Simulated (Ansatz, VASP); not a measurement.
Br in VASP and in Ansatz

```
Br
1.0
     0.00000   -2.84698    0.00000
     2.84698    0.00000    0.00000
    -1.42349    1.42349    3.57752
Br
1
Cartesian
  0.0000 0.0000 0.0000
```

Alike in both runs: task single point; functional PBE; k mesh 10 × 10 × 10; occupations gaussian, width 0.05 eV; no spin polarisation.

```csv
,VASP,Ansatz
version,VASP 6.6.1,Ansatz 0.2.0
potentials or method,"VASP PAW PBE potentials, release 64 (Br)","scalar-relativistic, plane waves, PAW"
plane-wave cutoff (eV),520,420
valence electrons in the cell,7,7
```

```tsv
	VASP	Ansatz	Ansatz less VASP
gap on the k mesh at the Fermi level (eV)	none	none	-
pressure (GPa)	1.4	1.4	0.00
largest component of the traceless stress (GPa)	0.18	0.19	+0.009
```

A gap of «none» marks a metal or a gap that the smearing closes.

Caveats: an odd number of electrons without spin polarisation forces a metal; a magnetic or distorted state may lie lower.
